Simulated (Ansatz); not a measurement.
# BAs: pressure against volume per atom

All results are calculated (Ansatz 0.2.0). Periodic Kohn-Sham DFT of a crystal at fixed atoms; pressure and stress are positive in compression; the energy is the free energy less that of spherical unpolarised free atoms; site moments are those in the method's own spheres, positive along +z.

Cell of the first row (space group F-43m, No. 216):
```
BAs
1.0
      0.0000     2.3397     2.3397
      2.3397     0.0000     2.3397
      2.3397     2.3397     0.0000
B As
1 1
Direct
  0.00000 0.00000 0.00000
  0.75000 0.75000 0.75000
```

Settings of every row: method frozen-core PAW; functional PBE; relativity scalar; k mesh 15x15x15; filling fermi-dirac; smearing width 0.03 eV; wave cutoff 420 eV; paw set soft_2.

Atom start moment: 0 on all atoms.

```csv
row,volume per atom (Å³),pressure (GPa)
1,12.809,12.766
2,13.081,?
3,13.49,4.234
4,13.626,2.771
5,13.762,1.379
6,14.444,-4.619
```

Question: what pressure should row 2 give?

Worked fit of pressure. Take u = (V_r/V)^(2/3) − 1 with V_r = 13.626 Å³ an atom, which is twice the finite (Eulerian) strain; such expansions in the strain, on which the Birch-Murnaghan equation of state is built, carry the rest volume and the bulk modulus. The shown rows have u = 0.04208, 0.00671, 0, -0.0066, -0.03812. Least squares give pressure = 2.7707 + 214.609 × u + 544.61 × u² GPa; a straight line predicts inner rows, each left out in turn, worse (root mean square 0.43 against 0.0014 GPa). The rows lie off it by 0.000, -0.001, 0.000, 0.001, 0.000. The pressure vanishes at u = -0.0134, or V = 13.9 Å³ an atom, and there the bulk modulus at fixed shape and fractions is B = −V dP/dV = (2/3)(1 + u) dP/du = 132 GPa. The withheld row has u = 0.02759, so the fit gives 2.7707 + 214.609 × (0.02759) + 544.61 × (0.02759)² = 9.106 GPa.

The calculation gave 9.094 GPa. The fit lies 0.012 GPa (0.069 % of the column's range) above it; its largest miss of a shown row is 0.001 GPa.
